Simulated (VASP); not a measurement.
Mg, 2 atoms in the cell. Symmetry: P6_3/mmc, No. 194, hexagonal system. Conventional cell: a = 3.209 Å, b = 3.209 Å, c = 5.210 Å, α = 90.00°, β = 90.00°, γ = 120.00°. Mg (site symmetry -6m2) is surrounded by 12 Mg at 3.20 to 3.21 Å. 

| Quantity | Value |
| --- | --- |
| Program | VASP 6.6.1 |
| Task | relaxation of cell and atoms |
| Functional | PBEsol |
| Dispersion | D3(BJ) |
| Potentials or basis | VASP PAW PBE potentials, release 64 (Mg) |
| Cutoff | 600 eV |
| k mesh | 10 × 10 × 5 |
| Occupations | fermi-dirac, width 0.05 eV |
| Spin | no spin polarisation |
| Further INCAR settings | ALGO = Fast; EDIFF = 1e-06; IBRION = 2; EDIFFG = -0.01; NSW = 40; ISIF = 3 |

Potentials or basis: VASP PAW PBE potentials, release 64 (Mg).

Run with:

```console
$ cat potpaw_PBE.64/Mg/POTCAR > POTCAR
$ mpirun -np 1 vasp_std > vasp.out
```

Hardware: 1 thread of AMD EPYC 7R43 64-Core Processor (Zen 3) (shared host).

How long does it take, and how much memory?

Run time: 64 s on 1 thread of AMD EPYC 7R43 64-Core Processor (Zen 3) (shared host), peak memory 0.16 GiB. Counts: scf iterations 38, k points 42, ion steps 10.
